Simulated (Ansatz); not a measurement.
MoS2 (P6_3/mmc), a vibration from a frozen displacement

These are results of Ansatz 0.2.0, DFT PBE, scalar-relativistic, plane waves, PAW, not measurements. Cutoff 420 eV, Γ-centred 12×12×2 k-points, Gaussian smearing of 0.05 eV. No spin polarisation. Energies are free energies at this smearing, counted from the undisturbed cell; pressure is positive in compression.

Zero of the scan (relaxed at this level):

```yaml
crystal:
  lattice:
    - [3.18558, 0.00000, 0.00000]
    - [-1.59279, 2.75880, 0.00000]
    - [0.00000, 0.00000, 14.51045]
  atoms:
    - { symbol: Mo, position: [0.33333, 0.66667, 0.25000] }
    - { symbol: Mo, position: [0.66667, 0.33333, 0.75000] }
    - { symbol: S, position: [0.33333, 0.66667, 0.64232] }
    - { symbol: S, position: [0.66667, 0.33333, 0.14232] }
    - { symbol: S, position: [0.33333, 0.66667, 0.85768] }
    - { symbol: S, position: [0.66667, 0.33333, 0.35768] }
```

The cell holds layers and no dispersion correction was added, so their binding is poorly described.

Atom 1 (Mo) is moved by x along the Cartesian unit vector (-0.500, -0.866, 0.000); the cell and all other atoms stay fixed. The cell's volume is 127.52 Å³; the moved atoms weigh 95.950 u together and the others 224.190 u.

```
  x (Å)  ΔE (meV/cell) total force on the moved atoms along the move (eV/Å) pressure (GPa)
-0.1000          97.86                                                1.9494          0.2519
-0.0600          35.32                                                1.1756          0.0786
 0.0000           0.00                                                0.0000         -0.0192
 0.0800          62.72                                               -1.5640          0.1545
```

Task: What frequency belongs to this motion?

Result: The force constant is k = −dF/dx = 19.575 eV/Å², from the parabola through x = -0.0600, 0 and 0.0800. In every cell the moved atoms swing against the rest, so the mass is μ = m₁m₂/(m₁ + m₂) = 67.193 u, and ν̃ = 521.5 cm⁻¹ × √(|k|/μ) = 281 cm⁻¹. The pattern needn't be a normal mode: ν̃² is then a weighted mean of the squared nonzero frequencies at the zone centre of this cell, taken without macroscopic field, so it lies between the lowest and the highest of them.

Task: How far does the harmonic law reach?

Result: At x = -0.100 Å, kx²/2 = 97.87 meV against the computed 97.86 meV (-0.0 %): the well is still close to harmonic there.

Cost: 4 runs of about 5.4 core-minutes in all, on Intel Xeon Processor @ 2.50GHz (Skylake/Cascade Lake) (shared hosts).